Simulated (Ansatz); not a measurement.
Crystal: In.

```xyz
1
Lattice="-1.8825 1.8825 1.8825 1.8825 -1.8825 1.8825 1.8825 1.8825 -1.8825" Properties=species:S:1:pos:R:3 pbc="T T T"
In    0.0000    0.0000    0.0000
```

This isn't the form of In at room conditions, which is tetragonal.

```yaml
Program: Ansatz 0.2.0
Task: relaxation of cell and atoms
Functional: revPBE
Potentials_or_basis: Ansatz PAW
Cutoff: "420 eV (not typed: the program's choice for these potentials)"
k_mesh: 10 × 10 × 10
Occupations: fermi-dirac, width 0.05 eV
Spin: no spin polarisation
```

At the start: volume 26.69 Å³/atom.

Q: How do energy, volume and symmetry change on relaxing?

A: It ends after 5 steps and the volume is 28.76 Å³/atom (+7.8 %); space group Im-3m (No. 229, to 0.05 Å).

Step by step:
| step | energy change (eV) | largest force (eV/Å) | volume (Å³) |
| --- | --- | --- | --- |
| 1 | 0.0000 | 0.0000 | 26.69 |
| 2 | -0.0149 | 0.0000 | 28.26 |
| 3 | -0.0156 | 0.0000 | 28.70 |
| 4 | -0.0156 | 0.0000 | 28.76 |
| 5 | -0.0162 | 0.0000 | 28.76 |

Final structure:
```xyz
1
Lattice="-1.9301 1.9301 1.9301 1.9301 -1.9301 1.9301 1.9301 1.9301 -1.9301" Properties=species:S:1:pos:R:3 pbc="T T T"
In    0.0000    0.0000    0.0000
```

Caveat: the plane-wave basis is chosen anew once the cell has moved, so the energies of steps on either side of that aren't comparable; the PAW data sets come from PBE, with cores solved anew for the run's functional, which leaves a small shift of forces and pressure.
